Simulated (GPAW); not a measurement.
Ir, 2 atoms in the cell. It takes space group P6_3/mmc (No. 194, hexagonal). The conventional cell has a = 2.751 Å, b = 2.751 Å, c = 4.462 Å, α = 90.00°, β = 90.00°, γ = 120.00°. Ir (site symmetry -6m2) has 12 Ir at 2.74 to 2.75 Å as nearest neighbours. This isn't the form of Ir at room conditions, which is fcc.

| Property | Result |
| --- | --- |
| Program | GPAW 26.7.0 |
| Task | relaxation of cell and atoms |
| Functional | PBEsol |
| Dispersion | D3(BJ) |
| Potentials or basis | PAW data sets generated in the run's folder for this functional |
| Cutoff | 600 eV |
| Basis | pw |
| k mesh | 8 × 8 × 5 |
| Occupations | fermi-dirac, width 0.05 eV |
| Spin | no spin polarisation |
| Maxiter | 150 |
| Optimizer | BFGS |
| Fmax | 0.02 eV/Å |
| Max steps | 60 |
| Convergence | density=1e-05 forces=0.0001 |

Potentials or basis: PAW data sets generated in the run's folder for this functional, pw.

Command:

```sh
$ gpaw-setup -f PBEsol Ir
$ OMP_NUM_THREADS=1 python run.py
```

Hardware: 1 thread of AMD EPYC 7R43 64-Core Processor (Zen 3), with other jobs on the host.

**Question.** Estimate the wall time of this run.

**Answer.** Wall time 56 s on 1 thread of AMD EPYC 7R43 64-Core Processor (Zen 3) (shared host), peak memory 0.23 GiB. Counts: scf iterations 53, plane waves 1002, bands 28, k points 40, ion steps 6.
